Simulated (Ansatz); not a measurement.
# HgTe (Coloradoite): equation of state with m-r2SCAN

HgTe (Coloradoite):

```
CELL_PARAMETERS angstrom
0.00000 3.21450 3.21450
3.21450 0.00000 3.21450
3.21450 3.21450 0.00000
ATOMIC_POSITIONS crystal
Hg 0.00000 0.00000 0.00000
Te 0.75000 0.75000 0.75000
```

```yaml
Program: Ansatz 0.2.0
Task: equation of state
Functional: m-r2SCAN
Potentials_or_basis: Ansatz PAW
Cutoff: 500 eV
Density_cutoff: 2000 eV
k_mesh: 7 × 7 × 7
Occupations: fermi-dirac, width 0.05 eV
Spin: no spin polarisation
```

| Quantity | Value |
| --- | --- |
| Equilibrium volume | 35.52 Å³/atom (rough: see the caveat) |
| Bulk modulus | 40 GPa (rough) |

Energy against volume, from the lowest point:
| volume (Å³/atom) | energy (meV/atom) |
| --- | --- |
| 31.223 | 83.99 |
| 31.887 | 57.43 |
| 32.551 | 36.65 |
| 33.215 | 21.05 |
| 33.880 | 10.06 |
| 34.544 | 3.20 |
| 35.208 | 0.00 |

All runs of the series together: 21 s on 2 threads of Intel(R) Xeon(R) Platinum 8375C CPU @ 2.90GHz (Ice Lake), with other jobs on the host.

Caveat: the minimum lies outside the volumes run; the PAW data sets were made with another functional, which shifts forces and pressure a little. Spin-orbit coupling is left out, which matters for the levels of Hg, Te.
